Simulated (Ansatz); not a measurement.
Crystal: SiO2.

```
Si O
1.0
     4.97559    0.00000    0.00000
     0.00000    4.97559    0.00000
     0.00000    0.00000    6.90089
Si O
4 8
Direct
  0.80325 0.80325 0.50000
  0.69675 0.30325 0.25000
  0.30325 0.69675 0.75000
  0.19675 0.19675 0.00000
  0.76176 0.11039 0.43204
  0.88961 0.23824 0.06796
  0.11039 0.76176 0.56796
  0.26176 0.38961 0.81796
  0.23824 0.88961 0.93204
  0.73824 0.61039 0.31796
  0.38961 0.26176 0.18204
  0.61039 0.73824 0.68204
```

The cell comes from a database or a generator and needn't be the stable form of this composition.

- Program: Ansatz 0.2.0
- Task: relaxation of cell and atoms
- Functional: r2SCAN
- Dispersion: rVV10
- Potentials or basis: Ansatz PAW
- Cutoff: 500 eV (not typed: the program's choice for these potentials)
- k mesh: 6 × 6 × 4
- Occupations: fermi-dirac, width 0.05 eV
- Spin: no spin polarisation

At the start: volume 14.24 Å³/atom.

Question: How do energy, volume and symmetry change on relaxing?

Answer: It ends after 6 steps and the volume is 13.46 Å³/atom (-5.4 %); space group P4_32_12 (No. 96, to 0.05 Å).

The path:
| step | energy change (eV) | largest force (eV/Å) | volume (Å³) |
| --- | --- | --- | --- |
| 1 | 0.0000 | 0.0345 | 170.84 |
| 2 | -0.0032 | 0.0482 | 170.11 |
| 3 | -0.0203 | 0.0942 | 164.95 |
| 4 | -0.0281 | 0.0519 | 161.27 |
| 5 | -0.0289 | 0.0081 | 161.54 |
| 6 | -0.0248 | 0.0082 | 161.54 |

Final structure:
```
Si O
1.0
     4.89512    0.00000    0.00000
     0.00000    4.89512    0.00000
     0.00000    0.00000    6.74124
Si O
4 8
Direct
  0.81206 0.81206 0.50000
  0.68794 0.31206 0.25000
  0.31206 0.68794 0.75000
  0.18794 0.18794 0.00000
  0.76590 0.12802 0.44062
  0.87198 0.23410 0.05938
  0.12802 0.76590 0.55938
  0.26590 0.37198 0.80938
  0.23410 0.87198 0.94062
  0.73410 0.62802 0.30938
  0.37198 0.26590 0.19062
  0.62802 0.73410 0.69062
```

Caveat: the plane-wave basis is chosen anew once the cell has moved, so the energies of steps on either side of that aren't comparable; the PAW data sets come from PBE, with cores solved anew for the run's functional, which leaves a small shift of forces and pressure.
